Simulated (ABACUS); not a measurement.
Crystal: Rh.

```
Rh
1.0
     0.00000    1.89785    1.89785
     1.89785    0.00000    1.89785
     1.89785    1.89785    0.00000
Rh
1
Direct
  0.00000 0.00000 0.00000
```

Base run:

```yaml
Program: ABACUS 3.10.1
Functional: TASK
Potentials_or_basis: SG15 ONCV 1.2 PBE
Cutoff: 1401 eV
Density_cutoff: 5606 eV
Basis: plane waves
k_mesh: 8 × 8 × 8
Occupations: fermi-dirac, width 0.05 eV
Spin: no spin polarisation
```

Its results: band gap on the k mesh none (metal or under the smearing width); pressure 551.8 GPa.

Q: The run is repeated on the same cell with these changes: functional from TASK to r2SCAN. What comes out?

A: Band gap on the k mesh none (metal or under the smearing width); pressure -0.3 GPa.

Caveats: the potentials were made for another functional, which shifts forces and pressure; a pressure of tens of GPa on the cell as given is suspect, and the run, the potentials or the cell itself is likely at fault (some runs).
